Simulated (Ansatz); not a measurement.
**Is this C structure a true minimum?**

The cell was found from a structure generator's guess, not taken from experiment.

Theory: Ansatz 0.2.0, DFT PBE, scalar-relativistic, plane waves, PAW. Cutoff 420 eV; k points 18×18×18 on the computed 3-atom cell (Γ-centred); Gaussian smearing, width 0.10 eV; no spin polarisation.

The cell below (3 atoms, space group Pm-3m (No. 221)) is relaxed within its symmetry.

```
C
1.0
     2.61972    0.00000    0.00000
     0.00000    2.61972    0.00000
     0.00000    0.00000    2.61972
C
3
Direct
  0.00000 0.50000 0.50000
  0.50000 0.00000 0.50000
  0.50000 0.50000 0.00000
```

For the test a repeat of it with 6 atoms (edges 2.62, 2.62, 5.24 Å) was strained at random (σ = 1.5 % a component), the atoms were moved at random (σ = 0.15 Å), and all was relaxed again on a coarse 8×8×4 mesh (in the run’s order of axes) with 0.20 eV smearing, with no symmetry imposed.

Problem. Is the structure stable against such a distortion?

Solution. It doesn't return. The energy falls by 2881 meV/atom on that mesh, the volume changes by 39.1 %, and the end has space group P1 (No. 1) at a loose tolerance. Relaxed again on a 14×10×8 mesh with 0.10 eV smearing, the new structure lies 2876 meV/atom below the first (mesh in the axes of the run's cell; the cell below is made exact in the group named). Space group P1 (No. 1), triclinic, a = 2.568 Å, b = 3.825 Å, c = 5.459 Å, α = 73.2°, β = 86.3°, γ = 77.0°. Around C on its first site lie 1 C at 1.34 Å and 2 C at 1.45–1.47 Å; C on its second site is surrounded by 3 C at 1.42–1.48 Å; C on its third site is surrounded by 1 C at 1.34 Å and 2 C at 1.49–1.50 Å; C on its fourth site is surrounded by 4 C at 1.47–1.57 Å; 2 more sites not described.

```
C
1.0
     2.56806    0.00000    0.00000
     0.86178    3.72645    0.00000
     0.35312    1.53787    5.22586
C
6
Direct
  0.28948 0.78606 0.21857
  0.62492 0.36076 0.69119
  0.18903 0.15612 0.10271
  0.61908 0.47257 0.40797
  0.16334 0.42307 0.26022
  0.11415 0.30142 0.81934
```
